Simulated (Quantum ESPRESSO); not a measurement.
Runs of Quantum ESPRESSO 7.5 on Pt. Symmetry: Fm-3m, No. 225, cubic system. Conventional cell: a = 3.922 Å, b = 3.922 Å, c = 3.922 Å, α = 90.00°, β = 90.00°, γ = 90.00°. Around Pt (site symmetry m-3m) lie 12 Pt at 2.77 Å. 

```csv
task,level,potentials or basis,U,cell,k mesh,cutoff (eV),start of the occupations,hubbard projectors,form of the LDA correlation,mixing beta,q mesh,gap on the mesh (eV),pressure (GPa)
Hubbard U by linear response,LDA+U,GBRV 1.5 LDA,Pt d U = 8.0 eV,as given,10 × 10 × 10,612,default,ortho-atomic,PZ81,0.3,2 × 2 × 2,none,-1.2
phonons,LDA,GBRV 1.5 LDA,-,relaxed,10 × 10 × 10,612,-,-,PZ81,0.5,-,none,-0.1
phonon dispersion,LDA,PseudoDojo 0.4.1 SR LDA standard,-,relaxed,12 × 12 × 12,1034,-,-,PW92,0.5,2 × 2 × 2,none,-0.2
phonons,LDA,GBRV 1.5 LDA,-,relaxed to 2 GPa,10 × 10 × 10,612,-,-,PZ81,0.5,-,none,1.9
Hubbard U by linear response,LDA+U,GBRV 1.5 LDA,Pt d U = 0.0001 eV,as given,10 × 10 × 10,612,default,ortho-atomic,PZ81,0.3,2 × 2 × 2,none,(a)
phonon dispersion,PBE,PseudoDojo 0.4.1 SR PBE standard,-,relaxed,12 × 12 × 12,1143,-,-,-,0.5,2 × 2 × 2,none,0.1
phonons,LDA,GBRV 1.5 LDA,-,relaxed to 15 GPa,12 × 12 × 12,612,-,-,PZ81,0.5,-,none,14.7
```

Alike in all rows: no spin polarisation; smearing cold 0.2 eV.

**Question.** Fill in the values left out.

**Answer.** (a) -7.1.

Caveats: the computed U isn't converged in cell size (some runs); U without spin polarisation on a metal has little footing (some runs); the U is typed as a test and isn't derived for this compound (some runs); the mesh is thin for the phonons of a metal (some runs); the q point doesn't lie on the k mesh, which can shift a metal's frequencies strongly unless the mesh is converged (some runs); the cell is more than 3 GPa from zero pressure, which shifts response properties (some runs).

A k mesh can miss the band edges, and the runs leave out spin-orbit coupling on Pt.

A gap of «none» marks a metal or a gap under the smearing width.

The runs don't all hold the same shells in valence.
